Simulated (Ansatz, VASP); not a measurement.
# SiC (Moissanite 3C): VASP beside Ansatz, part 2 of 2

Aim: how closely do two programs agree when they are given the same cell, functional and k mesh? The cell is a member of a volume series, scaled by 0.985 from a relaxed one, so a pressure remains.

VASP 6.6.1 and Ansatz 0.2.0.

So far. Step 6 (Ansatz: single point, LDA, volume scaled by 0.97): The run ends at a pressure of 7.09 GPa.

### Step 7. Comparison

Compared:

```
                                        quantity  Ansatz   VASP  difference
                                  pressure (GPa)    7.09   7.43       -0.34
pressure without Ansatz's Pulay correction (GPa)    6.69   7.43       -0.74
                          gap on the k mesh (eV)   1.274  1.261      +0.013
```

A gap on the mesh is an upper bound, since the band edges may lie between its points. Ansatz's pressure holds a Pulay correction of 0.40 GPa; VASP's holds none.

### Step 8. Ansatz: single point, LDA, volume scaled by 1.03

With cell and atoms fixed, the geometry can't cause a difference; cores, projectors, grids and the points listed under the comparison can. The cell compared in this pair holds 20.92 Å³, against 19.70 Å³ for the pair before.

The cell is a member of a volume series, scaled by 1.03 from a relaxed one, so a pressure remains.

The input, input.yaml:

```yaml
crystal:
  lattice:
    - [0.0, 2.18688062, 2.18688062]
    - [2.18688062, 0.0, 2.18688062]
    - [2.18688062, 2.18688062, 0.0]
  atoms:
    - { symbol: Si, position: [0.0, 0.0, 0.0] }
    - { symbol: C, position: [0.75, 0.75, 0.75] }
hamiltonian:
  xc: lda
  pseudopotentials: { kind: paw }
kpoints:
  mp_grid: { grid: [8, 8, 8] }
scf:
  occupations: { method: gaussian, width: 0.03 }
  n_extra_bands: 4
output:
  forces: true
  stress: true
  eigenvalues: true
```

Started as:

```
$ ansatz run input.yaml --threads 2 --pin off --max-ram 4608MiB --backend cpu --events-out ev --progress --plain --runs-dir out
```

Numbers of over 12 decimals in the logs are rounded to 6 here.

The log of the run:

```text
[...]
Crystal: 2 atoms, lattice volume = 20.917 Å³
Basis set: ecut = 420 eV, 411 PW (Γ)
Bands: 8, of which v1, the nominal top of the filled ones, is band 4 counted from 1 (3 counted from 0)
Symmetry: 24 space group operations
[...]
k-points: 29 of 512 (time reversal used)
[...]
Free energy (F): -852.185924 eV
[...]
Internal energy: -852.185924 eV  (E = F + TS)
E sigma→0 (E₀):  -852.185924 eV
Fermi energy:    9.772287 eV
[...]
--- Stress (GPa, compression-positive) ---
       -6.671812       0.000000      -0.000000
       -0.000000      -6.671812       0.000000
       -0.000000       0.000000      -6.671812
  P = ⅓ Tr σ = -6.6718 GPa (-66.718 kbar)
--- Band table (eV; the first three rows and the last of 29) ---
[...]
[key lines of the parts left out:]
SCF converged after 6 iterations
```

Elapsed: 0.88 s, on 2 threads of Arm Neoverse N1, shared host; peak memory 0.23 GiB; 1.4 s of CPU time.

The run ends at a pressure of -6.67 GPa.

### Step 9. VASP: single point, LDA, volume scaled by 1.03

The same cell, functional (in two slightly different forms), mesh and smearing now go to VASP, with its own data sets and cutoff.

The input asks for a relaxation, which ended at its first step since no free force or stress exceeded the threshold; so it serves as a single point.

The input, INCAR:

```
SYSTEM = SiC
PREC = Accurate
ENCUT = 560
EDIFF = 1E-07
NELM = 100
ISMEAR = 0
SIGMA = 0.03
LREAL = .FALSE.
ALGO = Normal
GGA = CA
NBANDS = 10
LORBIT = 11
LWAVE = .FALSE.
LCHARG = .FALSE.
KPAR = 4
IBRION = 2
NSW = 50
ISIF = 4
EDIFFG = -0.002
```

The input, POSCAR:

```
SiC
1.0
    0.0000000000      2.1868806224      2.1868806224
    2.1868806224      0.0000000000      2.1868806224
    2.1868806224      2.1868806224      0.0000000000
Si C
1 1
Direct
    0.0000000000      0.0000000000      0.0000000000
    0.7500000000      0.7500000000      0.7500000000
```

The input, KPOINTS:

```
Automatic mesh
0
Gamma
8 8 8
0 0 0
```

PAW data sets: Si and C (LDA family, release 64).

Started as:

```
$ mpirun -np 4 vasp_std
```

The log of the run:

```text
[... set-up lines as in an earlier step ...]
 entering main loop
       N       E                     dE             d eps       ncg     rms          rms(c)
DAV:   1     0.421817124154E+01    0.42182E+01   -0.42286E+03   588   0.719E+02
DAV:   2    -0.179234611081E+02   -0.22142E+02   -0.21101E+02   762   0.118E+02
DAV:   3    -0.186290579352E+02   -0.70560E+00   -0.70450E+00   686   0.186E+01
DAV:   4    -0.186323791114E+02   -0.33212E-02   -0.33210E-02   678   0.164E+00
[...]
DAV:  11    -0.166302979780E+02   -0.21293E-06   -0.41470E-06   692   0.131E-02    0.121E-02
DAV:  12    -0.166302977492E+02    0.22874E-06   -0.64202E-07   610   0.426E-03    0.772E-04
DAV:  13    -0.166302977529E+02   -0.36689E-08   -0.24129E-08   308   0.102E-03
   1 F= -.16630298E+02 E0= -.16630298E+02  d E =-.166303E+02
[...]
reached required accuracy - stopping structural energy minimisation
```

OUTCAR, selected parts (step 9):

```text
  Total       -0.8304713     -0.8304713     -0.8304713     -0.0000000      0.0000000     -0.0000000
  in kB      -63.6106735    -63.6106735    -63.6106735     -0.0000000      0.0000000     -0.0000000
  external PRESSURE =     -63.6106735 kB  Pullay stress =       0.0000000 kB

 POSITION                                       TOTAL-FORCE (eV/Angst)
 -----------------------------------------------------------------------------------
      0.00000      0.00000      0.00000        -0.000000     -0.000000     -0.000000
      3.28032      3.28032      3.28032         0.000000      0.000000      0.000000
 -----------------------------------------------------------------------------------
    total drift:                               -0.000000     -0.000000     -0.000000

  FREE ENERGIE OF THE ION-ELECTRON SYSTEM (eV)
  ---------------------------------------------------
  free  energy   TOTEN  =       -16.6302977529 eV

  energy  without entropy=      -16.6302977529  energy(sigma->0) =      -16.63029775

[... 2 parts as in an earlier step ...]

[... 2 further parts left out ...]
[key lines of the parts left out:]
E-fermi :   8.0770
```

### Step 10. Differences

The two programs side by side:

```
                                        quantity  Ansatz   VASP  difference
                                  pressure (GPa)   -6.67  -6.36       -0.31
pressure without Ansatz's Pulay correction (GPa)   -7.06  -6.36       -0.70
                          gap on the k mesh (eV)   1.325  1.313      +0.012
```

A gap on the mesh is an upper bound, since the band edges may lie between its points. Ansatz's pressure holds a Pulay correction of 0.39 GPa; VASP's holds none.

### Step 11. Results

* difference in gap on the k mesh (single point, LDA, volume scaled by 0.985): 0.013 eV
* difference in gap on the k mesh (single point, LDA, volume scaled by 0.97): 0.013 eV
* difference in gap on the k mesh (single point, LDA, volume scaled by 1.03): 0.012 eV

**Reading.** The difference in gap on the k mesh is 0.013 eV (single point, LDA, volume scaled by 0.97), within the 0.08 eV picked in this series as the mark of a large difference. 2 further runs of this series are not shown here. How closely two codes agree says nothing of how well the functional describes the real material.

[Lines on the potential files, build, host, timing and source positions are cut from VASP's logs without a mark.]

[Logs are printed without paths, hosts, clocks, repeated set-up lines and the standing remarks that a program may print on its own settings, such as how far it seeks lower states.]

[Hosts, paths, dates, database ids (printed as entryN), source tags and the programs' standing remarks are cut or masked in the printed files.]
